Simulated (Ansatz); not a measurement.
Ti3SiC2 in space group P6_3/mmc (No. 194; Ti on 4f, Ti on 2a, Si on 2b, C on 4f) at seven volumes, r²SCAN in the plane-wave PAW code Ansatz, shape and atoms relaxed at each. One row is withheld.

```csv
V (Å³/atom),P (GPa)
10.924,?
11.284,13.63
11.644,6.27
12.004,0.00
12.365,-5.36
12.725,-9.92
13.085,-13.79
```

### Question
Fit the shown pressures and predict the withheld one.

### Answer
P = (3/2)B₀(x^(7/2) − x^(5/2))[1 + (3/4)(B′ − 4)(x − 1)] with x = (V₀/V)^(2/3). Least squares on the six rows gives V₀ = 12.004 Å³/atom, B₀ = 193 GPa, B′ = 4.33. At V = 10.924, x = 1.0649 and P = 22.33 GPa. The run itself gave 22.22 GPa.

The cell was relaxed with r²SCAN under the symmetry of its start; of distortions, only those at the zone centre were tested. The run is not spin-polarised.

Potentials: the earlier of the program's two PAW sets.
